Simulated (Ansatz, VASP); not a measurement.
# One calculation of Os, two programs

```
CELL_PARAMETERS angstrom
2.79839 0.00000 0.00000
-1.39919 2.42348 0.00000
0.00000 0.00000 4.41930
ATOMIC_POSITIONS crystal
Os 0.33333 0.66667 0.25000
Os 0.66667 0.33333 0.75000
```

Change from the starting cell: volume scaled by 1.05, PAW files.

Alike in both runs: task electric field gradients; functional PBE; k mesh 16 × 16 × 9; occupations fermi-dirac, width 0.03 eV; no spin polarisation.

|  | VASP | Ansatz |
| --- | --- | --- |
| version | VASP 6.6.1 | Ansatz 0.2.0 |
| potentials or method | VASP PAW PBE potentials, release 64 (Os) | PAW with Ansatz's default frozen-core files, scalar-relativistic |
| plane-wave cutoff (eV) | 520 | 420 |
| valence electrons in the cell | 16 | 32 |

Ansatz gave:

```
pressure (GPa)                                                 : -17.3
largest component of the traceless stress (GPa)                : 0.81
Vzz of the field gradient on the site that differs most (V/Å²) : -55.0
```

What did VASP give for the same quantities?

Pressure (GPa): -17.7; largest component of the traceless stress (GPa): 0.88; Vzz of the field gradient on the site that differs most (V/Å²): -70.7.

The two sets of potentials don't hold the same shells in valence. Ansatz warned: «gradients_without_spin_orbit».

Caveats: so large a pressure means that the cell lies far from this level's equilibrium, or that cutoff or potentials fall short (VASP). The runs have no spin-orbit coupling, so splittings on Os are missing.
